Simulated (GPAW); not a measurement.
Runs of GPAW 26.7.0 on As. Symmetry: Pm-3m, No. 221, cubic system. Conventional cell: a = 2.704 Å, b = 2.704 Å, c = 2.704 Å, α = 90.00°, β = 90.00°, γ = 90.00°. As (site symmetry m-3m) is surrounded by 6 As at 2.70 Å. This isn't the form of As at room conditions, which is rhombohedral.

```tsv
task	level	potentials or basis	cell	k mesh	cutoff (eV)	maxiter	optimizer	fmax	max steps	convergence	gap on the mesh (eV)	pressure (GPa)	relaxed volume (Å³/atom)
relaxation of cell and atoms	PBEsol+D4	PAW data sets generated in the run's folder for this functional, pw	relaxed	10 × 10 × 10	600	150	BFGS	0.02 eV/Å	60	density=1e-05 forces=0.0001	none	0.1	(b)
relaxation of cell and atoms	PBEsol+D3(BJ)	PAW data sets generated in the run's folder for this functional, pw	relaxed	10 × 10 × 10	600	150	BFGS	0.02 eV/Å	60	density=1e-05 forces=0.0001	none	0.0	18.73
single point	r2SCAN	GPAW PAW data sets (gpaw-data 1.2.1), pw	as given	8 × 8 × 8	450	120	-	-	-	default	none	1.3	-
relaxation of cell and atoms	PBEsol+D3(BJ)+ATM	PAW data sets generated in the run's folder for this functional, pw	relaxed	10 × 10 × 10	600	150	BFGS	0.02 eV/Å	60	density=1e-05 forces=0.0001	none	0.2	18.79
relaxation of cell and atoms	PBEsol	PAW data sets generated in the run's folder for this functional, pw	relaxed	10 × 10 × 10	600	150	BFGS	0.02 eV/Å	60	density=1e-05 forces=0.0001	none	0.0	19.43
relaxation of cell and atoms	PBEsol+D3	PAW data sets generated in the run's folder for this functional, pw	relaxed	10 × 10 × 10	600	150	BFGS	0.02 eV/Å	60	density=1e-05 forces=0.0001	none	0.1	(a)
```

Alike in all rows: no spin polarisation; smearing fermi-dirac 0.05 eV.

Question: Estimate the missing entries.

Answer: (a) 19.16; (b) 18.96.

Caveats: later steps reuse the first step's grids (some runs); pairwise dispersion overbinds metals, which lowers pressure and volume (some runs); the cutoff is short for stress and forces, so pressures can be off by a GPa or more (some runs); the PAW data sets were made with another functional, which shifts forces and pressure a little (some runs).

A k mesh can miss the band edges, and the runs leave out spin-orbit coupling on As.

A gap of «none» marks a metal or a gap under the smearing width.
